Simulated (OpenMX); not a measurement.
## WS2 under changes of volume

One of the cells (49.592 Å³/atom); the others are scaled copies at fixed shape and fractional positions:

```xyz
3
Lattice="3.1835 0.0000 0.0000 -1.5918 2.7570 0.0000 0.0000 0.0000 16.9506" Properties=species:S:1:pos:R:3 pbc="T T T"
W     0.0000    0.0000    0.0000
S     0.0000    1.8380    1.5595
S     0.0000    1.8380   15.3911
```

* Program: OpenMX 3.8.5
* Functional: PBE
* Potentials or basis: OpenMX 2013 PBE set, W7.0-s3p2d2f2, S7.0-s3p2d2f1, fixed grid of 32 × 32 × 200 points
* k mesh: 11 × 11 × 3
* Occupations: fermi-dirac, width 0.05 eV
* Spin: no spin polarisation

| volume (Å³/atom) | energy over the lowest point (meV/atom) | gap on the mesh (eV) | largest force (eV/Å) |
| --- | --- | --- | --- |
| 46.616 | 59.74 | 2.06 | 1.727 |
| 47.608 | 31.88 | 2.00 | 1.276 |
| 48.600 | 13.25 | 1.94 | 0.861 |
| 49.592 | 2.88 | 1.88 | 0.473 |
| 50.583 | 0.00 | 1.83 | 0.116 |
| 51.575 | ? | ? | ? |
| 52.567 | 13.68 | 1.73 | 0.519 |

**Question.** What does the run at 51.575 Å³/atom give?

**Answer.** Energy over the lowest point 3.81 meV/atom; gap on the mesh 1.78 eV; largest force 0.213 eV/Å.

Worked out: A Birch-Murnaghan fit of order 3 (a polynomial in V^(-2/3)) to the other rows has its minimum at 50.50 Å³/atom with B0 = V·E''(V) = 56 GPa and B' = 4.3 at fixed shape and positions, which overstates the stiffness. It gives 3.81 meV/atom at 51.575 Å³/atom, against the run's 3.81. A straight line through the other rows of the gap, of slope -2.76 eV per unit of ln V, gives 1.78 eV, against the run's 1.78.

Energies are extrapolated to zero smearing.

Caveats: spin-orbit coupling is left out, which moves the levels of the heavy elements; the basis of atomic orbitals isn't converged, which shifts pressures, moduli and gaps.

A mesh can miss the band edges.
